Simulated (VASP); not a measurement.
Runs of VASP 6.6.1 on TiSi2. Symmetry: Fddd, No. 70, orthorhombic system. The conventional cell has a = 4.779 Å, b = 8.235 Å, c = 8.526 Å, α = 90.00°, β = 90.00°, γ = 90.00°. Around Ti (site symmetry 222) lie 10 Si at 2.55 to 2.78 Å. Si (site symmetry 2) is surrounded by 5 Si at 2.52 to 2.79 Å and 5 Ti at 2.55 to 2.78 Å. The cell is a database's computed one.

```tsv
task	level	cell	cutoff (eV)	smearing	gap on the mesh (eV)	pressure (GPa)	relaxed volume (Å³/atom)	largest force (eV/Å)
relaxation of cell and atoms	PBE+D4	relaxed	600	fermi-dirac 0.05 eV	none	0.0	(a)	0.01
single point	PBE	as given	520	fermi-dirac 0.05 eV	none	2.0	-	0.02
relaxation of cell and atoms	PBE+rVV10	relaxed	600	fermi-dirac 0.05 eV	none	0.0	14.08	0.01
single point	PBE	as given	520	gaussian 0.014 eV	none	2.0	-	0.01
relaxation of cell and atoms	PBEsol+D3(BJ)	relaxed	600	fermi-dirac 0.05 eV	none	-0.1	13.27	0.01
```

Alike in all rows: potentials or basis VASP PAW PBE potentials, release 64 (Ti_sv, Si); no spin polarisation; k mesh 7 × 7 × 7.

Q: Fill in the values left out.

A: (a) 13.73.

Caveats: pairwise dispersion overbinds metals, which lowers pressure and volume (some runs); the PAW data sets were made with another functional, which shifts forces and pressure a little (some runs).

A gap of «none» marks a metal or a gap under the smearing width.
